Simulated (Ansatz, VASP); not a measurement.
## CdF2: VASP beside Ansatz

```xyz
3
Lattice="2.6921 2.6921 0.0000 -2.6921 2.6921 0.0000 0.0000 2.6921 2.6921" Properties=species:S:1:pos:R:3 pbc="T T T"
Cd    0.0000    0.0000    0.0000
F    -1.3461    4.0382    1.3461
F     1.3461    4.0382    1.3461
```

Change from the starting cell: unstrained.

Alike in both runs: task single point; functional PBEsol; k mesh 8 × 8 × 8; no spin polarisation.

|  | VASP | Ansatz |
| --- | --- | --- |
| version | VASP 6.6.1 | Ansatz 0.2.0 |
| potentials or method | VASP PAW PBE potentials, release 64 (Cd, F), cutoff 520 eV | all-electron LAPW, scalar-relativistic |
| occupations | gaussian, width 0.01 eV | fixed |

Ansatz gave:

* gap on the k mesh at the Fermi level (eV): 2.94
* pressure (GPa): 0.0

Which values does VASP return?

gap on the k mesh at the Fermi level (eV): 2.91; pressure (GPa): 0.8.

Ansatz ran all-electron here, so the differences hold the error of VASP's frozen core and of both bases.

Caveats: the PAW data sets were made with another functional, which shifts forces and pressure a little (VASP). A k mesh can miss the band edges.
